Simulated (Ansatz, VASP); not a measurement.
Hg: VASP beside Ansatz

```
Hg
1.0
     4.61505    0.00000    0.00000
    -2.30753    3.99675    0.00000
     0.00000    0.00000    5.24480
Hg
3
Direct
  0.21700 0.00000 0.16667
  0.00000 0.21700 0.83333
  0.78300 0.78300 0.50000
```

Alike in both runs: task relaxation of cell and atoms; functional PBE; k mesh 6 × 6 × 4; occupations gaussian, width 0.1 eV; no spin polarisation.

|  | VASP | Ansatz |
| --- | --- | --- |
| version | VASP 6.6.1 | Ansatz 0.2.0 |
| potentials or method | VASP PAW PBE potentials, release 64 (Hg) | scalar-relativistic, plane waves, PAW |
| plane-wave cutoff (eV) | 600 | 420 |
| valence electrons in the cell | 36 | 60 |

VASP gave:

- gap on the k mesh at the Fermi level, each at its own relaxed structure (eV): none
- relaxed volume (Å³/atom): 28.94
- relaxed cell length with the largest relative difference (Å): 5.386
- energy change over the relaxation (meV/atom): -740

Q: Which values does Ansatz return?

A: gap on the k mesh at the Fermi level, each at its own relaxed structure (eV): none; relaxed volume (Å³/atom): 28.89; relaxed cell length with the largest relative difference (Å): 5.132; energy change over the relaxation (meV/atom): -702.

A gap of «none» marks a metal or a gap that the smearing closes. The two sets of potentials don't hold the same shells in valence.

The runs have no spin-orbit coupling, so splittings on Hg are missing.
